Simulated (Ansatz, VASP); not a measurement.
# C in VASP and in Ansatz

INCAR

```
PREC     = Accurate       # precision mode
ENCUT    = 520            # plane-wave cutoff, eV
EDIFF    = 1E-6           # SCF threshold, eV
ISMEAR   = 0              # smearing method
SIGMA    = 0.02           # smearing width, eV
LREAL    = F              # projectors in reciprocal space
LASPH    = T              # aspherical terms in the spheres
NELM     = 60             # most SCF steps
ALGO     = Normal         # electronic algorithm
ISIF     = 2              # what is computed and relaxed
LWAVE    = F              # write WAVECAR
LCHARG   = F              # write CHGCAR
IBRION   = 2              # ionic algorithm
NSW      = 60             # ionic steps
EDIFFG   = -0.002         # ionic threshold
```

Contents of KPOINTS:

```
regular mesh
0
Gamma
  9 9 6
```

POSCAR

```
C
1.0
    2.4834759259      0.0000000000      0.0000000000
   -1.2417379630      2.1507532416      0.0000000000
    0.0000000000      0.0000000000      4.0945232323
C
4
Direct
    0.3333333333      0.6666666667     -0.0002355119
    0.6666666667      0.3333333333      0.4997644881
    0.3333333333      0.6666666667      0.3742355119
    0.6666666667      0.3333333333      0.8742355119
```

Input for Ansatz:

```yaml
crystal:
  lattice:
    - [2.483475926, 0.0, 0.0]
    - [-1.241737963, 2.1507532416, 0.0]
    - [0.0, 0.0, 4.0945232323]
  atoms:
    - { symbol: C, position: [0.3333333333, 0.6666666667, -0.0002355121] }
    - { symbol: C, position: [0.6666666667, 0.3333333333, 0.4997644879] }
    - { symbol: C, position: [0.3333333333, 0.6666666667, 0.3742355121] }
    - { symbol: C, position: [0.6666666667, 0.3333333333, 0.8742355121] }
basis:
  ecutwfc: 420
kpoints:
  mp_grid: { grid: [9, 9, 6] }
hamiltonian:
  xc: lda
  pseudopotentials: { kind: paw, azcp: { folder: soft_1 } }
scf:
  occupations: { method: gaussian, width: 0.02 }
output:
  forces: true
  stress: true
  eigenvalues: true
relax:
  adjacent_minimum: "off"
  f_tol: 0.002
  max_steps: 40
```

Change from the starting cell: strained cell.

Alike in both runs: task relaxation of the atoms; functional LDA; k mesh 9 × 9 × 6; occupations gaussian, width 0.02 eV; no spin polarisation.

|  | VASP | Ansatz |
| --- | --- | --- |
| version | VASP 6.6.1 | Ansatz 0.2.0 |
| potentials or method | VASP PAW LDA potentials, release 64 (C) | scalar-relativistic, plane waves, PAW |
| plane-wave cutoff (eV) | 520 | 420 |
| valence electrons in the cell | 16 | 16 |

|  | VASP | Ansatz | Ansatz less VASP |
| --- | --- | --- | --- |
| gap on the k mesh at the Fermi level, each at its own relaxed structure (eV) | 2.99 | 3.02 | +0.023 |

Ansatz warned: «pseudo_functional_mismatch».

Caveats: the relaxation stopped at its first step, so nothing moved; an odd mesh through Γ misses points on the zone boundary, where band edges often lie.
